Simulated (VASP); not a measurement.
# BaTiO3 (P4mm) in VASP: notebook, part 2 of 2

VASP 6.6.1. The steps go on from the part before.

### Step 3. Phonons, r2SCAN

This run uses another cell than the first one, of 13.08 Å³/atom, 1.022 times its volume.

Input file POSCAR:

```
BaTiO3
1.0
    3.9872653553      0.0000000000      0.0000000000
    0.0000000000      3.9872653553      0.0000000000
    0.0000000000      0.0000000000      4.1149707463
  Ba              Ti              O
     1     1     3
Direct
     0.0000000000000000    0.0000000000000000    0.9971689026408086
     0.5000000000000000    0.5000000000000000    0.4792036959588444
     0.5000000000000000    0.5000000000000000    0.0331038404906181
     0.5000000000000000    0.0000000000000000    0.5167617804548641
     0.0000000000000000    0.5000000000000000    0.5167617804548641
```

Input file INCAR.step1:

```
SYSTEM = BaTiO3
PREC = Accurate ; ENCUT = 600
EDIFF = 1E-8 ; ISMEAR = 0
SIGMA = 0.03 ; LREAL = .False.
LASPH = .True. ; NELM = 80
ALGO = Normal ; ISIF = 3
LWAVE = .False. ; LCHARG = .False.
METAGGA = R2SCAN ; LMIXTAU = .True.
KPAR = 2 ; IBRION = 2
NSW = 40 ; EDIFFG = -0.002
```

Input file INCAR.step2:

```
SYSTEM = BaTiO3
PREC = Accurate ; ENCUT = 600
EDIFF = 1E-8 ; ISMEAR = 0
SIGMA = 0.03 ; LREAL = .False.
LASPH = .True. ; NELM = 80
ALGO = Normal ; ISIF = 2
LWAVE = .False. ; LCHARG = .False.
METAGGA = R2SCAN ; LMIXTAU = .True.
KPAR = 2 ; IBRION = 6
NFREE = 2 ; POTIM = 0.015
NSW = 1
```

Input file KPOINTS:

```
regular mesh
0
Gamma
  8 8 8
  0 0 0
```

Potentials or basis: VASP PAW PBE potentials, release 64 (Ba_sv, Ti_sv, O).

The run is started by

```sh
$ cat potpaw_PBE.64/Ba_sv/POTCAR potpaw_PBE.64/Ti_sv/POTCAR potpaw_PBE.64/O/POTCAR > POTCAR
$ cp INCAR.step1 INCAR
$ mpirun -np 2 vasp_std > vasp.out
$ cp CONTCAR POSCAR
$ cp INCAR.step2 INCAR
$ mpirun -np 2 vasp_std > vasp.out
```

OUTCAR:

```text
SYSTEM = BaTiO3
   PREC = Accurate
   ENCUT = 600
   EDIFF = 1E-8
   ISMEAR = 0
   LREAL = .False.
   LASPH = .True.
   NELM = 80
   ISIF = 2
   METAGGA = R2SCAN
   IBRION = 6
   NFREE = 2
   POTIM = 0.015
   NSW = 1

 ion  position               nearest neighbor table
   1  0.000  0.000  0.997-   4 2.81   5 2.81   5 2.81   4 2.81   3 2.82   3 2.82   3 2.82   3 2.82
                             4 2.92   5 2.92   5 2.92   4 2.92   2 3.45   2 3.45   2 3.45   2 3.45
   2  0.500  0.500  0.479-   3 1.84   4 2.00   5 2.00   4 2.00   5 2.00   3 2.28   1 3.45   1 3.45
                             1 3.45   1 3.45   1 3.53   1 3.53   1 3.53   1 3.53
   3  0.500  0.500  0.033-   2 1.84   2 2.28   1 2.82   1 2.82   1 2.82   1 2.82
   4  0.500  0.000  0.517-   2 2.00   2 2.00   1 2.81   1 2.81   1 2.92   1 2.92
   5  0.000  0.500  0.517-   2 2.00   2 2.00   1 2.81   1 2.81   1 2.92   1 2.92

  LATTYP: Found a simple tetragonal cell.
 ALAT       =     3.9871948874
 C/A-ratio  =     1.0320462347

  Lattice vectors:

 A1 = (   3.9871948874,   0.0000000000,   0.0000000000)
 A2 = (   0.0000000000,   3.9871948874,   0.0000000000)
 A3 = (   0.0000000000,   0.0000000000,   4.1149694704)

Analysis of symmetry for initial positions (statically):
=====================================================================
 Subroutine PRICEL returns:
 Original cell was already a primitive cell.

 Routine SETGRP: Setting up the symmetry group for a
 simple tetragonal supercell.

 Subroutine GETGRP returns: Found  8 space group operations
 (whereof  8 operations were pure point group operations)
 out of a pool of 16 trial point group operations.

The static configuration has the point symmetry C_4v.

Analysis of symmetry for dynamics (positions and initial velocities):
=====================================================================
 Subroutine PRICEL returns:
[... 384 lines left out ...]
      2     -30.5804      2.00000
      3     -30.4807      2.00000
      4     -30.4799      2.00000
      5     -22.1882      2.00000
      6     -14.4396      2.00000
[... 637 lines left out ...]
     23       7.4667      0.00000
     24       8.4433      0.00000

 [... further k-points ...]

------------------------ aborting loop because EDIFF is reached ----------------------------------------

  FORCE on cell =-STRESS in cart. coord.  units (eV):
  Direction    XX          YY          ZZ          XY          YZ          ZX
  --------------------------------------------------------------------------------------
  -------------------------------------------------------------------------------------
  Total       -0.0192631      0.0514305      0.0035778      0.0000000      0.0000000      0.0000000
  in kB       -0.4717743      1.2595913      0.0876255      0.0000000      0.0000000      0.0000000
  external PRESSURE =       0.2918142 kB  Pullay stress =       0.0000000 kB
[... 20 lines left out ...]
  FREE ENERGIE OF THE ION-ELECTRON SYSTEM (eV)
  ---------------------------------------------------
  free  energy   TOTEN  =       -74.2725787695 eV

  energy  without entropy=      -74.2725787695  energy(sigma->0) =      -74.27257877

 INTERNAL STRAIN TENSORS FROM DISPLACED ATOMS
 ============================================

 INTERNAL STRAIN TENSOR FOR ION    1 for displacements in x,y,z  (eV/Angst):
          X           Y           Z          XY          YZ          ZX
  --------------------------------------------------------------------------------
  x     0.00000     0.00000     0.00000     0.00000     0.00000    -0.34203
  y     0.00000     0.00000     0.00000     0.00000    -0.34200     0.00000
  z    -0.28768    -0.28768    -1.93261     0.00000     0.00000     0.00000

 INTERNAL STRAIN TENSOR FOR ION    5 for displacements in x,y,z  (eV/Angst):
          X           Y           Z          XY          YZ          ZX
  --------------------------------------------------------------------------------
  x     0.00000     0.00000     0.00000     0.00000     0.00000    -0.68135
  y     0.00000     0.00000     0.00000     0.00000     1.40745     0.00000
  z    -3.34179     1.45456    -0.18854     0.00000     0.00000     0.00000

 Eigenvectors and eigenvalues of the dynamical matrix
 ----------------------------------------------------

   1 f  =   16.233530 THz   101.998277 2PiTHz  541.492275 cm-1    67.136455 meV
             X         Y         Z           dx          dy          dz
      0.000000  0.000000  4.103393     0.000000   -0.000000    0.000051
      1.993597  1.993597  1.972114    -0.000000   -0.000000   -0.165873
      1.993597  1.993597  0.136366     0.000000    0.000000    0.889248
      1.993597  0.000000  2.126247     0.000000   -0.000000   -0.301434
      0.000000  1.993597  2.126247    -0.000000    0.000000   -0.301434
[... 105 lines left out ...]
  15 f/i=    3.696732 THz    23.227254 2PiTHz  123.309716 cm-1    15.288449 meV
             X         Y         Z           dx          dy          dz
      0.000000  0.000000  4.103393    -0.003503   -0.000158   -0.000000
      1.993597  1.993597  1.972114    -0.687736   -0.031050   -0.000000
      1.993597  1.993597  0.136366     0.236786    0.010690   -0.000000
      1.993597  0.000000  2.126247     0.354528    0.026450   -0.000000
      0.000000  1.993597  2.126247     0.585846    0.016006   -0.000000

 ELASTIC MODULI CONTR FROM IONIC RELAXATION (kBar)
 Direction    XX          YY          ZZ          XY          YZ          ZX
 --------------------------------------------------------------------------------
 XX         -80.4412     27.0348   -187.9464      0.0000     -0.0000     -0.0000
 YY          27.0348    -80.4412   -187.9464      0.0000     -0.0000      0.0000
 ZZ        -187.9464   -187.9464  -1743.4276      0.0000     -0.0000     -0.0000
 XY           0.0000      0.0000      0.0000      0.0000      0.0000      0.0000
 YZ          -0.0000     -0.0000     -0.0000      0.0000    -20.1492      0.0000
 ZX          -0.0000      0.0000     -0.0000      0.0000      0.0000    -20.1505
 --------------------------------------------------------------------------------
```

OUTCAR.step1:

```text
SYSTEM = BaTiO3
   PREC = Accurate
   ENCUT = 600
   EDIFF = 1E-8
   ISMEAR = 0
   LREAL = .False.
   LASPH = .True.
   NELM = 80
[... 939 lines left out ...]
      1.99360     -0.00000      2.12625        -0.000000      0.000000     -0.001880
      0.00000      1.99360      2.12625         0.000000      0.000000     -0.001880
 -----------------------------------------------------------------------------------
    total drift:                                0.000000     -0.000000      0.009871

  FREE ENERGIE OF THE ION-ELECTRON SYSTEM (eV)
  ---------------------------------------------------
  free  energy   TOTEN  =       -74.2732517196 eV

  energy  without entropy=      -74.2732517196  energy(sigma->0) =      -74.27325172

 reached required accuracy - stopping structural energy minimisation
```

Wall time 52 min (2 MPI ranks of Intel Xeon 6975P-C (Granite Rapids), shared host); peak memory 0.63 GiB.

Results:

```
Highest phonon frequency at Γ, LO-TO splitting left out : 541 cm⁻¹
Most unstable mode                                      : 123i cm⁻¹
```

Phonon frequencies in cm⁻¹ (negative: imaginary):
| q point | frequencies |
| --- | --- |
| (0.000, 0.000, 0.000) | -123 -123 -1 -1 0 174 180 180 298 309 309 350 471 471 541 |

Caveat: some modes are imaginary; the PAW data sets were made with another functional, which shifts forces and pressure a little. Spin-orbit coupling is left out, which matters for the levels of Ba.
